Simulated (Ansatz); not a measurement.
## Co under changes of volume

One of the cells (10.688 Å³/atom); the others are scaled copies at fixed shape and fractional positions:

```
CELL_PARAMETERS angstrom
2.47056 0.00000 0.00000
-1.23528 2.13957 0.00000
0.00000 0.00000 8.08823
ATOMIC_POSITIONS crystal
Co 0.66667 0.33333 0.75000
Co 0.00000 0.00000 0.50000
Co 0.33333 0.66667 0.25000
Co 0.00000 0.00000 0.00000
```

| Property | Result |
| --- | --- |
| Program | Ansatz 0.2.0 |
| Functional | PBE |
| Dispersion | D4 |
| Potentials or basis | Ansatz PAW |
| Cutoff | 420 eV (not typed: the program's choice for these potentials) |
| k mesh | 12 × 12 × 4 |
| Occupations | fermi-dirac, width 0.05 eV |
| Spin | collinear spin, ferromagnetic start |
| Starting moments | [2.0, 2.0, 2.0, 2.0] μB |

```tsv
volume (Å³/atom)	energy over the lowest point (meV/atom)	pressure (GPa)	moment (μB per cell)
10.047	23.49	13.8	6.27
10.261	8.96	8.2	6.40
10.475	1.29	3.2	6.52
10.688	0.00	-1.4	6.61
10.902	?	?	?
11.116	14.62	-9.3	6.74
11.330	29.28	-12.6	6.80
```

**Question.** What does the run at 10.902 Å³/atom give?

**Answer.** Energy over the lowest point 4.65 meV/atom; pressure -5.6 GPa; moment 6.68 μB per cell.

Worked out: A Birch-Murnaghan fit of order 3 (a polynomial in V^(-2/3)) to the other rows has its minimum at 10.62 Å³/atom with B0 = V·E''(V) = 223 GPa and B' = 3.6 at fixed shape and positions, which overstates the stiffness. It gives 4.65 meV/atom at 10.902 Å³/atom, against the run's 4.65, and -dE/dV = -5.5 GPa, against -5.6. A parabola through the other rows of the moment, of slope 0.328 μB per Å³/atom there, gives 6.69 μB, against the run's 6.68.

Energies are extrapolated to zero smearing.

Caveats: pairwise dispersion overbinds metals, which lowers pressure and volume.
